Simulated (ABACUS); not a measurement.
# ZnS (Wurtzite-2H) (P6_3mc) in ABACUS: equation of state

Aim: energy against volume of ZnS (Wurtzite-2H) in PBEsol, for its equilibrium volume and stiffness.

Everything below comes from runs of ABACUS 3.10.1. Logs are shortened: lines on timing, memory, paths and dates and some standing lists are left out, and cuts for length are marked.

### Step 1. The structure

Symmetry: P6_3mc, No. 186, hexagonal system. The conventional cell has a = 3.811 Å, b = 3.811 Å, c = 6.234 Å, α = 90.00°, β = 90.00°, γ = 120.00°. Zn (site symmetry 3m) is surrounded by 4 S at 2.31 to 2.40 Å. S (site symmetry 3m) is surrounded by 4 Zn at 2.31 to 2.40 Å.

### Step 2. Equation of state, PBEsol, 18.43 Å³/atom (volume scaled by 0.94)

The input, INPUT:

```
INPUT_PARAMETERS
suffix              ZnS
calculation         scf
basis_type          pw
pseudo_dir          ./
symmetry            1
dft_functional      pbesol
ecutwfc             84
pseudo_rcut         7
nspin               1
nbands              32
ks_solver           dav
smearing_method     fd
smearing_sigma      0.00367493
scf_thr             1e-08
scf_nmax            100
mixing_type         broyden
mixing_beta         0.7
cal_force           1
cal_stress          1
kpar                4
```

The input, STRU:

```
ATOMIC_SPECIES
Zn 65.3800 Zn.upf
S 32.0600 S.upf

LATTICE_CONSTANT
1.8897261246

LATTICE_VECTORS
3.7332026603 0.0000000000 0.0000000000
-1.8666013302 3.2330483413 0.0000000000
0.0000000000 0.0000000000 6.1067398017

ATOMIC_POSITIONS
Direct

Zn
0.0
2
0.6666666667 0.3333333333 0.5000000000 1 1 1
0.3333333333 0.6666666667 0.0000000000 1 1 1

S
0.0
2
0.6666666667 0.3333333333 0.8850000000 1 1 1
0.3333333333 0.6666666667 0.3850000000 1 1 1
```

The input, KPT:

```
K_POINTS
0
Gamma
8 8 5 0 0 0
```

Potentials or basis: PseudoDojo NC SR 0.4.1 PBEsol standard, plane waves.

Run with:

```console
$ OMP_NUM_THREADS=1 mpirun -np 4 abacus > log
```

running log:

```text
ABACUS v3.10.1

               Atomic-orbital Based Ab-initio Computation at UStc

 ------------------------------------------------------------------------------------

 READING GENERAL INFORMATION
                           global_out_dir = OUT.ZnS/
                           global_in_card = INPUT
                               pseudo_dir = ./
                              orbital_dir =
                                    DSIZE = 4
                                    GSIZE = 1

 READING UNITCELL INFORMATION
                                    ntype = 2
                  lattice constant (Bohr) = 1.88973
              lattice constant (Angstrom) = 1

 READING ATOM TYPE 1
                               atom label = Zn
                      L=0, number of zeta = 1
                      L=1, number of zeta = 1
                      L=2, number of zeta = 1
             number of atom for this type = 2

 READING ATOM TYPE 2
                               atom label = S
                      L=0, number of zeta = 1
                      L=1, number of zeta = 1
                      L=2, number of zeta = 1
             number of atom for this type = 2

                        TOTAL ATOM NUMBER = 4
DIRECT COORDINATES
    atom                   x                   y                   z     mag                  vx                  vy                  vz
taud_Zn1            0.6666666667        0.3333333333        0.5000000000  0.0000        0.0000000000        0.0000000000        0.0000000000
taud_Zn2            0.3333333333        0.6666666667        0.0000000000  0.0000        0.0000000000        0.0000000000        0.0000000000
taud_S1            0.6666666667        0.3333333333        0.8850000000  0.0000        0.0000000000        0.0000000000        0.0000000000
taud_S2            0.3333333333        0.6666666667        0.3850000000  0.0000        0.0000000000        0.0000000000        0.0000000000

                          Volume (Bohr^3) = 497.393
                             Volume (A^3) = 73.706

 Lattice vectors: (Cartesian coordinate: in unit of a_0)
              +3.7332                  +0                  +0
              -1.8666            +3.23305                  +0
                   +0                  +0            +6.10674
 Reciprocal vectors: (Cartesian coordinate: in unit of 2 pi/a_0)
            +0.267867           +0.154653                  -0
                   -0           +0.309306                  -0
                   +0                  -0           +0.163753
 The esolver type has been set to : ksdft_pw

                PAO radial cut off (Bohr) = 7

 Read in pseudopotential file is Zn.upf
                     pseudopotential type = NC
          exchange-correlation functional = PBESOL
                 nonlocal core correction = 1
                        valence electrons = 20
                                     lmax = 2
                           number of zeta = 4
                     number of projectors = 6
                           L of projector = 0
[... 5 lines left out ...]
                PAO radial cut off (Bohr) = 7

 Read in pseudopotential file is S.upf
                     pseudopotential type = NC
          exchange-correlation functional = PBESOL
                 nonlocal core correction = 1
                        valence electrons = 6
                                     lmax = 2
                           number of zeta = 2
                     number of projectors = 6
                           L of projector = 0
                           L of projector = 0
                           L of projector = 1
                           L of projector = 1
                           L of projector = 2
                           L of projector = 2
     initial pseudo atomic orbital number = 28

 SETUP THE ELECTRONS NUMBER
            electron number of element Zn = 20
      total electron number of element Zn = 40
             electron number of element S = 6
       total electron number of element S = 12
            AUTOSET number of electrons:  = 52
                           occupied bands = 26
                                   NBANDS = 32
                                   NLOCAL = 36

%%%%%%%%%%%%%%%%%%%%%%%%%%%%%%%%%%%%%%%%%%%%%%%%%%%%%%%%%%%%%%%%%%%%%%%%%%%%%%%%%%%%%%%%%%%%%%%%%%%%%%%%%%
 Warning: the number of valence electrons in pseudopotential > 12 for Zn: [Ar] 3d10 4s2
 Pseudopotentials with additional electrons can yield (more) accurate outcomes, but may be less efficient.
 If you're confident that your chosen pseudopotential is appropriate, you can safely ignore this warning.
%%%%%%%%%%%%%%%%%%%%%%%%%%%%%%%%%%%%%%%%%%%%%%%%%%%%%%%%%%%%%%%%%%%%%%%%%%%%%%%%%%%%%%%%%%%%%%%%%%%%%%%%%%

 SETUP THE PLANE WAVE BASIS
 energy cutoff for charge/potential (unit:Ry) = 336
            fft grid for charge/potential = [ 45, 45, 72 ]
                        fft grid division = [ 1, 1, 1 ]
        big fft grid for charge/potential = [ 45, 45, 72 ]
                                     nbxx = 145800
                                     nrxx = 145800

 SETUP PLANE WAVES FOR CHARGE/POTENTIAL
                    number of plane waves = 51745
                         number of sticks = 1159

 PARALLEL PW FOR CHARGE/POTENTIAL
     PROC   COLUMNS(POT)             PW
[... 70 lines left out ...]
(for k-lattice: )
                             BRAVAIS TYPE = 4
                     BRAVAIS LATTICE NAME = 04. Hexagonal cell
                                    ibrav = 4
                       right hand lattice = 1
                        ROTATION MATRICES = 24
                               nkstot_ibz = 30
K-POINTS REDUCTION ACCORDING TO SYMMETRY
     IBZ    DIRECT_X    DIRECT_Y    DIRECT_Z  WEIGHT  ibz2bz
       1  0.00000000  0.00000000  0.00000000  0.0031       0
       2 -0.12500000  0.12500000  0.00000000  0.0187       1
       3 -0.25000000  0.25000000  0.00000000  0.0187       2
       4 -0.37500000  0.37500000  0.00000000  0.0187       3
       5  0.50000000  0.50000000  0.00000000  0.0094       4
       6 -0.12500000  0.25000000  0.00000000  0.0187       9
[... 22 lines left out ...]
      29  0.50000000  0.25000000  0.40000000  0.0375     146
      30  0.37500000  0.37500000  0.40000000  0.0375     147

                               nkstot now = 30
[... K-POINTS DIRECT COORDINATES: 30 rows ...]

           k-point number in this process = 8
       minimum distributed K point number = 7
[... stars of the k points ...]

[... K-POINTS CARTESIAN COORDINATES: 8 rows ...]

[... K-POINTS DIRECT COORDINATES: 8 rows ...]

 SETUP PLANE WAVES FOR WAVE FUNCTIONS
     energy cutoff for wavefunc (unit:Ry) = 84
              fft grid for wave functions = [ 45, 45, 72 ]
                    number of plane waves = 8593
                         number of sticks = 349

 PARALLEL PW FOR WAVE FUNCTIONS
     PROC   COLUMNS(POT)             PW
        1            349           8593
 --------------- sum -------------------
        1            349           8593

 SETUP NONLOCAL PSEUDOPOTENTIALS IN PLANE WAVE BASIS
 Zn non-local projectors:
 projector 1 L=0
 projector 2 L=0
 projector 3 L=1
 projector 4 L=1
 projector 5 L=2
 projector 6 L=2
 S non-local projectors:
 projector 1 L=0
 projector 2 L=0
 projector 3 L=1
 projector 4 L=1
 projector 5 L=2
 projector 6 L=2
      TOTAL NUMBER OF NONLOCAL PROJECTORS = 72

 Init Non-Local PseudoPotential table :
 Init Non-Local-Pseudopotential done.

                                     npwx = 6498

 Make real space PAO into reciprocal space.
       max mesh points in Pseudopotential = 701
     dq(describe PAO in reciprocal space) = 0.01
                                    max q = 1104

 number of pseudo atomic orbitals for Zn is 4
WARNING: norm of atomic wavefunction # 3 of atomic type Zn is 0.999997, renormalized
WARNING: norm of atomic wavefunction # 4 of atomic type Zn is 0.998493, renormalized

 number of pseudo atomic orbitals for S is 2
WARNING: norm of atomic wavefunction # 1 of atomic type S is 0.999996, renormalized
WARNING: norm of atomic wavefunction # 2 of atomic type S is 0.999702, renormalized

 -------------------------------------------
 SELF-CONSISTENT
 -------------------------------------------
                                 init_chg = atomic

 PW ALGORITHM --------------- ION=   1  ELEC=   1--------------------------------

 Notice: Threshold on eigenvalues was too large.
 hsover_error=0.52 > DRHO=0.185742
 Origin diag ethr = 0.01
 New diag ethr = 0.000357196

 Density error is 0.192403405774
                          Error Threshold = 0.000357195933932
----------------------------------------------------------
     Energy           Rydberg                 eV
----------------------------------------------------------
 E_KohnSham     -879.9060605558      -11971.7361282923
 E_Harris       -888.5260949493      -12089.0177129999
 E_Fermi        0.6665799603         9.0692856329
----------------------------------------------------------
[... 63 lines left out ...]
 Density error is 4.71766062649e-09
                          Error Threshold = 1.73739067991e-10
----------------------------------------------------------
     Energy           Rydberg                 eV
----------------------------------------------------------
 E_KohnSham     -879.9698890065      -11972.6045589156
 E_KS(sigma->0) -879.9698890065      -11972.6045589156
 E_Harris       -879.9690069698      -11972.5925581915
 E_band         -90.2946205701       -1228.5213385017
 E_one_elec     -702.0163087766      -9551.4218882895
 E_Hartree      362.3783487440       4930.4103747493
 E_xc           -101.7639858032      -1384.5700581146
 E_Ewald        -438.5679431706      -5967.0229872608
 E_entropy(-TS) -0.0000000000        -0.0000000000
 E_descf        0.0000000000         0.0000000000
 E_exx          0.0000000000         0.0000000000
 E_Fermi        0.6806153886         9.2602474321
----------------------------------------------------------

 charge density convergence is achieved
 final etot is -11972.604559 eV
 EFERMI = 9.2602474321 eV

 STATE ENERGY(eV) AND OCCUPATIONS    NSPIN == 1
 1/8 kpoint (Cartesian) = 0.0000 0.0000 0.0000 (6483 pws)
       1       -116.547     0.00625000
       2       -116.547     0.00625000
       3       -70.8748     0.00625000
       4       -70.8748     0.00625000
       5       -70.8748     0.00625000
       6       -70.8748     0.00625000
[... 194 lines left out ...]
      31        15.2300    5.26781e-54
      32        15.4974    2.50287e-56

[... levels at 2 further k points ...]

------------------------------------------------------------------------------------------
 TOTAL-FORCE (eV/Angstrom)
------------------------------------------------------------------------------------------
                       Zn1         0.0000000000         0.0000000000         0.3858036083
                       Zn2         0.0000000000         0.0000000000         0.3858036083
                        S1         0.0000000000         0.0000000000        -0.3858036083
                        S2         0.0000000000         0.0000000000        -0.3858036083
------------------------------------------------------------------------------------------

----------------------------------------------------------------
 TOTAL-STRESS (KBAR)
----------------------------------------------------------------
        47.4823059188         0.0000000007         0.0000000000
         0.0000000007        47.4823059186         0.0000000000
         0.0000000000         0.0000000000        19.3139239773
----------------------------------------------------------------
 TOTAL-PRESSURE: 38.092845 KBAR

 --------------------------------------------
 !FINAL_ETOT_IS -11972.6045589155801281 eV
 --------------------------------------------
```

Run time: 21 s. Hardware: 4 MPI ranks of Intel Xeon 6975P-C (Granite Rapids), shared host; peak memory 0.68 GiB.

Results:

* Free energy: -11972.6046 eV
* Pressure: 3.8 GPa
* Largest force: 0.386 eV/Å
* Band gap on the k mesh: 2.40 eV, direct

### Step 3. Equation of state, PBEsol, 18.82 Å³/atom (volume scaled by 0.96)

INPUT is that of step 2.

Changes to STRU since step 2:

```diff
@@ -8,5 +8,5 @@
 LATTICE_VECTORS
-3.7332026603 0.0000000000 0.0000000000
--1.8666013302 3.2330483413 0.0000000000
-0.0000000000 0.0000000000 6.1067398017
+3.7594936861 0.0000000000 0.0000000000
+-1.8797468431 3.2558170375 0.0000000000
+0.0000000000 0.0000000000 6.1497464286
```

KPT is that of step 2.

Potentials or basis: PseudoDojo NC SR 0.4.1 PBEsol standard, plane waves.

Run with:

```console
$ OMP_NUM_THREADS=1 mpirun -np 4 abacus > log
```

Wall time 21 s (4 MPI ranks of Intel Xeon 6975P-C (Granite Rapids), shared host); peak memory 0.68 GiB.

The run converged. Its results:

```
Free energy            : -11972.6322 eV
Pressure               : 1.9 GPa
Largest force          : 0.357 eV/Å
Band gap on the k mesh : 2.30 eV, direct
```

### Step 4. Equation of state, PBEsol, 19.21 Å³/atom (volume scaled by 0.98)

INPUT is that of step 3.

Changes to STRU since step 3:

```diff
@@ -8,5 +8,5 @@
 LATTICE_VECTORS
-3.7594936861 0.0000000000 0.0000000000
--1.8797468431 3.2558170375 0.0000000000
-0.0000000000 0.0000000000 6.1497464286
+3.7854220481 0.0000000000 0.0000000000
+-1.8927110241 3.2782716577 0.0000000000
+0.0000000000 0.0000000000 6.1921598132
```

KPT is that of step 3.

Run with:

```console
$ OMP_NUM_THREADS=1 mpirun -np 4 abacus > log
```

Run time: 22 s. Hardware: 4 MPI ranks of Intel Xeon 6975P-C (Granite Rapids), shared host; peak memory 0.68 GiB.

It converged, with:

```yaml
Free_energy: -11972.6423 eV
Pressure: 0.2 GPa
Largest_force: 0.331 eV/Å
Band_gap_on_the_k_mesh: 2.21 eV, direct
```

### Step 5. Equation of state, PBEsol, 19.60 Å³/atom

INPUT is that of step 4.

Changes to STRU since step 4:

```diff
@@ -8,5 +8,5 @@
 LATTICE_VECTORS
-3.7854220481 0.0000000000 0.0000000000
--1.8927110241 3.2782716577 0.0000000000
-0.0000000000 0.0000000000 6.1921598132
+3.8110000000 0.0000000000 0.0000000000
+-1.9055000000 3.3004228138 0.0000000000
+0.0000000000 0.0000000000 6.2340000000
```

KPT is that of step 4.

Run with:

```console
$ OMP_NUM_THREADS=1 mpirun -np 4 abacus > log
```

Wall time 21 s (4 MPI ranks of Intel Xeon 6975P-C (Granite Rapids), shared host); peak memory 0.68 GiB.

Results (log left out):

- Free energy: -11972.6364 eV
- Pressure: -1.3 GPa
- Largest force: 0.306 eV/Å
- Band gap on the k mesh: 2.11 eV, direct

### Step 6. Equation of state, PBEsol, 19.99 Å³/atom (volume scaled by 1.02)

INPUT is that of step 5.

Changes to STRU since step 5:

```diff
@@ -8,5 +8,5 @@
 LATTICE_VECTORS
-3.8110000000 0.0000000000 0.0000000000
--1.9055000000 3.3004228138 0.0000000000
-0.0000000000 0.0000000000 6.2340000000
+3.8362391461 0.0000000000 0.0000000000
+-1.9181195731 3.3222805555 0.0000000000
+0.0000000000 0.0000000000 6.2752859714
```

KPT is that of step 5.

Potentials or basis: PseudoDojo NC SR 0.4.1 PBEsol standard, plane waves.

Run with:

```console
$ OMP_NUM_THREADS=1 mpirun -np 4 abacus > log
```

running log:

```text
ABACUS v3.10.1

               Atomic-orbital Based Ab-initio Computation at UStc

 ------------------------------------------------------------------------------------

 READING GENERAL INFORMATION
                           global_out_dir = OUT.ZnS/
                           global_in_card = INPUT
                               pseudo_dir = ./
                              orbital_dir =
                                    DSIZE = 4
                                    GSIZE = 1

 READING UNITCELL INFORMATION
                                    ntype = 2
                  lattice constant (Bohr) = 1.88973
              lattice constant (Angstrom) = 1

 READING ATOM TYPE 1
                               atom label = Zn
                      L=0, number of zeta = 1
[... 376 lines left out ...]
       4       -71.8743     0.00625000
       5       -71.8742     0.00625000
       6       -71.8742     0.00625000
[... 194 lines left out ...]
      31        13.9921    2.63596e-53
      32        14.2335    2.10625e-55

[... levels at 2 further k points ...]

------------------------------------------------------------------------------------------
 TOTAL-FORCE (eV/Angstrom)
------------------------------------------------------------------------------------------
                       Zn1         0.0000000000         0.0000000000         0.2825756892
                       Zn2         0.0000000000         0.0000000000         0.2825756892
                        S1         0.0000000000         0.0000000000        -0.2825756892
                        S2         0.0000000000         0.0000000000        -0.2825756892
------------------------------------------------------------------------------------------

----------------------------------------------------------------
 TOTAL-STRESS (KBAR)
----------------------------------------------------------------
       -22.0528313191        -0.0000000003         0.0000000000
        -0.0000000003       -22.0528313193         0.0000000000
         0.0000000000         0.0000000000       -37.4606151537
----------------------------------------------------------------
 TOTAL-PRESSURE: -27.188759 KBAR

 --------------------------------------------
 !FINAL_ETOT_IS -11972.6164853336777014 eV
 --------------------------------------------
```

Wall time 22 s (4 MPI ranks of Intel Xeon 6975P-C (Granite Rapids), shared host); peak memory 0.64 GiB.

What came out:

```yaml
Free_energy: -11972.6165 eV
Pressure: -2.7 GPa
Largest_force: 0.283 eV/Å
Band_gap_on_the_k_mesh: 2.02 eV, direct
```

### Step 7. Equation of state, PBEsol, 20.39 Å³/atom (volume scaled by 1.04)

INPUT is that of step 6.

Changes to STRU since step 6:

```diff
@@ -8,5 +8,5 @@
 LATTICE_VECTORS
-3.8362391461 0.0000000000 0.0000000000
--1.9181195731 3.3222805555 0.0000000000
-0.0000000000 0.0000000000 6.2752859714
+3.8611504880 0.0000000000 0.0000000000
+-1.9305752440 3.3438544104 0.0000000000
+0.0000000000 0.0000000000 6.3160357234
```

KPT is that of step 6.

Run with:

```console
$ OMP_NUM_THREADS=1 mpirun -np 4 abacus > log
```

Wall time 25 s (4 MPI ranks of Intel Xeon 6975P-C (Granite Rapids), shared host); peak memory 0.68 GiB.

Results (log left out):

* Free energy: -11972.5839 eV
* Pressure: -3.9 GPa
* Largest force: 0.262 eV/Å
* Band gap on the k mesh: 1.93 eV, direct

### Step 8. Equation of state, PBEsol, 20.78 Å³/atom (volume scaled by 1.06)

INPUT is that of step 7.

Changes to STRU since step 7:

```diff
@@ -8,5 +8,5 @@
 LATTICE_VECTORS
-3.8611504880 0.0000000000 0.0000000000
--1.9305752440 3.3438544104 0.0000000000
-0.0000000000 0.0000000000 6.3160357234
+3.8857444663 0.0000000000 0.0000000000
+-1.9428722331 3.3651534204 0.0000000000
+0.0000000000 0.0000000000 6.3562663350
```

KPT is that of step 7.

Run with:

```console
$ OMP_NUM_THREADS=1 mpirun -np 4 abacus > log
```

It took 25 s on 4 MPI ranks of Intel Xeon 6975P-C (Granite Rapids), shared host; peak memory 0.72 GiB.

The run converged. Its results:

```yaml
Free_energy: -11972.5399 eV
Pressure: -5.0 GPa
Largest_force: 0.242 eV/Å
Band_gap_on_the_k_mesh: 1.85 eV, direct
```

### Step 9. Equation of state, PBEsol

Potentials or basis: PseudoDojo NC SR 0.4.1 PBEsol standard, plane waves.

No new run: the results of the series are fitted here.

Results:

```yaml
Equilibrium_volume: 19.26 Å³/atom
Bulk_modulus_at_fixed_shape_and_positions: 78 GPa
Pressure_derivative_of_the_bulk_modulus: 4.5
```

Energy against volume, from the lowest point:
| volume (Å³/atom) | energy (meV/atom) |
| --- | --- |
| 18.427 | 9.42 |
| 18.819 | 2.50 |
| 19.211 | 0.00 |
| 19.603 | 1.45 |
| 19.995 | 6.44 |
| 20.387 | 14.60 |
| 20.779 | 25.59 |

Caveat: the cell was scaled at fixed shape and fractional positions, which overstates the stiffness of a crystal with free parameters, most of all of layers and chains.
